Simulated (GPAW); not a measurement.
PtSe2 (Sudovikovite), 3 atoms in the cell. It takes space group P-3m1 (No. 164, trigonal). The conventional cell has a = 3.724 Å, b = 3.724 Å, c = 5.062 Å, α = 90.00°, β = 90.00°, γ = 120.00°. Pt (site symmetry -3m) has 6 Se at 2.49 Å as nearest neighbours. Around Se (site symmetry 3m) lie 3 Pt at 2.49 Å. 

| Quantity | Value |
| --- | --- |
| Program | GPAW 26.7.0 |
| Task | single point |
| Functional | PBE |
| Potentials or basis | GPAW PAW data sets (gpaw-data 1.2.1) |
| Cutoff | 1200 eV |
| Basis | pw |
| k mesh | 6 × 6 × 4 |
| Occupations | fermi-dirac, width 0.05 eV |
| Spin | no spin polarisation |
| Maxiter | 75 |

Potentials or basis: GPAW PAW data sets (gpaw-data 1.2.1), pw.

The run is started by

```bash
$ OMP_NUM_THREADS=1 python run.py
```

Hardware: 1 thread of AMD EPYC 7R13 Processor (Zen 3), on a shared host.

Question: Estimate the wall time of this run.

Answer: It took 44 s on 1 thread of AMD EPYC 7R13 Processor (Zen 3), on a shared host, peak memory 0.28 GiB. Counts: scf iterations 11, plane waves 5789, bands 26, k points 24.
